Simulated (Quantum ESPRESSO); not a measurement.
Crystal: PtSe2 (Sudovikovite).

```
Pt Se
1.0
     3.72400    0.00000    0.00000
    -1.86200    3.22508    0.00000
     0.00000    0.00000    5.06200
Pt Se
1 2
Direct
  0.00000 0.00000 0.00000
  0.66667 0.33333 0.75000
  0.33333 0.66667 0.25000
```

Program: Quantum ESPRESSO 7.5. Alike in all runs: task band structure; no spin polarisation; cell as given; k mesh 8 × 8 × 5; cutoff (eV) 1170; smearing fermi-dirac 0.05 eV.

Order these runs on this cell by their pressure, lowest first.
A. level LDA; potentials or basis PseudoDojo 0.4.1 SR LDA standard; form of the LDA correlation PW92
B. level PBEsol; potentials or basis PseudoDojo 0.4.1 SR PBEsol standard
C. level PBE; potentials or basis PseudoDojo 0.4.1 SR PBE standard

A (-0.6 GPa), B (2.0 GPa), C (7.2 GPa).
